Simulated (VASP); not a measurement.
# AlN (P6_3mc) in VASP: further runs, part 3 of 3

VASP 6.6.1.

## (6) G0W0 quasiparticle levels, PBE

Input file POSCAR:

```
AlN
1.0
    3.1130000000      0.0000000000      0.0000000000
   -1.5565000000      2.6959370820      0.0000000000
    0.0000000000      0.0000000000      4.9810000000
Al N
2 2
Direct
    0.6666666667      0.3333333333      0.5000000000
    0.3333333333      0.6666666667      0.0000000000
    0.6666666667      0.3333333333      0.8800000000
    0.3333333333      0.6666666667      0.3800000000
```

Input file INCAR.step1:

```
  PREC = Accurate
  ENCUT = 450
  EDIFF = 1E-8
  ISMEAR = 0
  SIGMA = 0.01
  LREAL = False
  LASPH = True
  NELM = 80
  ALGO = Normal
  LWAVE = True
  LCHARG = False
  GGA = PE
```

Input file INCAR.step2:

```
  PREC = Accurate
  ENCUT = 450
  EDIFF = 1E-8
  ISMEAR = 0
  SIGMA = 0.01
  LREAL = False
  LASPH = True
  NELM = 1
  ALGO = Exact
  LWAVE = True
  LCHARG = False
  GGA = PE
  NBANDS = 58
  LOPTICS = True
  ISTART = 1
```

Input file INCAR.step3:

```
  PREC = Accurate
  ENCUT = 450
  EDIFF = 1E-8
  ISMEAR = 0
  SIGMA = 0.01
  LREAL = False
  LASPH = True
  ALGO = EVGW0
  LWAVE = False
  LCHARG = False
  GGA = PE
  NELMGW = 1
  NBANDS = 58
  ENCUTGW = 150
  NOMEGA = 36
  PRECFOCK = Fast
  ISTART = 1
  NBANDSGW = 16
```

Input file KPOINTS:

```
Automatic mesh
0
Gamma
  4 4 3
```

Potentials or basis: VASP PAW PBE potentials, release 64 (Al_GW, N_GW).

Run with:

```sh
$ cat potpaw_PBE.64/Al_GW/POTCAR potpaw_PBE.64/N_GW/POTCAR > POTCAR
$ cp INCAR.step1 INCAR
$ mpirun -np 1 vasp_std > vasp.out
$ cp INCAR.step2 INCAR
$ mpirun -np 1 vasp_std > vasp.out
$ cp INCAR.step3 INCAR
$ mpirun -np 1 vasp_std > vasp.out
```

OUTCAR:

```text
PREC = Accurate
   ENCUT = 450
   EDIFF = 1E-8
   ISMEAR = 0
   LREAL = False
   LASPH = True
   GGA = PE
   NELMGW = 1
   ENCUTGW = 150
   PRECFOCK = Fast
   ISTART = 1

 Found      8 irreducible k-points:

 Following reciprocal coordinates:
            Coordinates               Weight
  0.000000  0.000000  0.000000      1.000000
  0.250000 -0.000000  0.000000      6.000000
  0.500000 -0.000000  0.000000      3.000000
  0.250000  0.250000  0.000000      6.000000
  0.000000  0.000000  0.333333      2.000000
  0.250000 -0.000000  0.333333     12.000000
   k-points           NKPTS =      8   k-points in BZ     NKDIM =     48   number of bands    NBANDS=     58
   number of dos      NEDOS =    301   number of ions     NIONS =      4
   total plane-waves  NPLWV =  20736
[... 59 lines left out ...]
   NELMHF              =     1    number of iterations in the inner HF iteration
   NKREDLFX            =     1    NKREDLFY  =   1   NKREDLFZ  =   1
 non-spin polarized calculation
 Gauss-broadening in eV      SIGMA  =   0.01
  energy-cutoff  :      450.00
  volume of cell :       41.80
 maximum number of plane-waves:       929
 NGX is ok and might be reduce to    24
  NGX = 12; NGY = 12; NGZ = 20
   NGX = 11   NGY = 11   NGZ = 17
 maximum number of plane-waves:       179

 QP shifts <psi_nk| G(iteration)W_0 |psi_nk>: iteration 1
 for sc-GW calculations column KS-energies equals QP-energies in previous step
 and V_xc(KS)=  KS-energies - (<T + V_ion + V_H > + <T+V_H+V_ion>^1  + <V_x>^1)

 k-point   1 :       0.0000    0.0000    0.0000
  band No.  KS-energies  QP-energies   sigma(KS)   V_xc(KS)     V^pw_x(r,r')   Z            occupation Imag(sigma)

      1     -10.0517     -11.3311     -16.5812     -14.7935     -24.7724       0.7157       2.0000       1.3939
      2      -7.9009      -9.0336     -17.9110     -16.3505     -25.8675       0.7259       2.0000       1.1487
      3      -0.8685      -1.9159     -14.0782     -12.6477     -18.5133       0.7322       2.0000       0.2704
      4       4.2844       3.7100     -17.0438     -16.3010     -20.6613       0.7734       2.0000       0.1185
      5       4.2844       3.7100     -17.0438     -16.3010     -20.6613       0.7734       2.0000       0.1185
      6       4.9402       4.4701     -17.3718     -16.7686     -20.8670       0.7794       2.0000       0.1093
[... 96 lines left out ...]
      3       0.5772      -0.3638     -14.9790     -13.7204     -19.1077       0.7477       2.0000       0.1981
      4       1.6876       0.8432     -15.5484     -14.4378     -19.4158       0.7604       2.0000       0.1626
      5       2.7397       1.9493     -15.7663     -14.7395     -19.4404       0.7697       2.0000       0.1397
      6       3.8308       3.1746     -16.6657     -15.8186     -20.3041       0.7747       2.0000       0.1243
[... 8 lines left out ...]
     15      17.4708      18.7147      -8.8777     -10.4448      -4.1306       0.7938       0.0000      -0.1838
     16      18.3466      19.6581      -9.2977     -10.9654      -4.3008       0.7864       0.0000      -0.2315

 [... further k-points ...]
```

OUTCAR.step1:

```text
PREC = Accurate
   ENCUT = 450
   EDIFF = 1E-8
   ISMEAR = 0
   LREAL = False
[... 202 lines left out ...]
      1.55650      0.89865      2.49050         0.000000      0.000000     -0.144408
     -0.00000      1.79729      0.00000        -0.000000      0.000000     -0.144408
      1.55650      0.89865      4.38328         0.000000      0.000000      0.144408
     -0.00000      1.79729      1.89278        -0.000000     -0.000000      0.144408
 -----------------------------------------------------------------------------------
    total drift:                               -0.000000      0.000000     -0.000160

  FREE ENERGIE OF THE ION-ELECTRON SYSTEM (eV)
  ---------------------------------------------------
  free  energy   TOTEN  =       -29.7778441890 eV

  energy  without entropy=      -29.7778441890  energy(sigma->0) =      -29.77784419
```

OUTCAR.step2:

```text
PREC = Accurate
   ENCUT = 450
   EDIFF = 1E-8
   ISMEAR = 0
   LREAL = False
[... 587 lines left out ...]
     0.00000     4.97885     4.97885     4.90646     0.00000    -0.00000    -0.00000
     0.87910     5.02785     5.02785     4.95703     0.00000    -0.00000    -0.00000
     1.75821     5.18825     5.18825     5.12407     0.00000    -0.00000    -0.00000
     2.63731     5.50822     5.50822     5.46638     0.00000    -0.00000    -0.00000
     3.51641     6.16999     6.16999     6.24946     0.00000    -0.00000    -0.00000
     4.39552     6.20230     6.20230     4.20590     0.00000    -0.00000    -0.00000
[... 92 lines left out ...]
    86.15213     0.93060     0.93060     0.93217    -0.00000     0.00000    -0.00000
    87.03124     0.93215     0.93215     0.93369    -0.00000     0.00000    -0.00000
```

Run time: 65 s. Hardware: 1 thread of Intel Xeon Platinum 8259CL at 2.50GHz (Skylake/Cascade Lake), shared host; peak memory 0.33 GiB.

The run converged, but some of its settings lie outside the range that counts as converged, so its numbers aren't taken as properties of the crystal.

What came out:

- Band gap on the k mesh, mean-field level: 4.21 eV, direct
- Quasiparticle gap: 5.65 eV
- Least direct quasiparticle gap: 5.65 eV

Caveat: the k mesh is coarse (spacing up to 0.58 Å⁻¹), so the values aren't converged; bands, screening cutoff and mesh are small and nothing is extrapolated, so the quasiparticle values aren't converged.
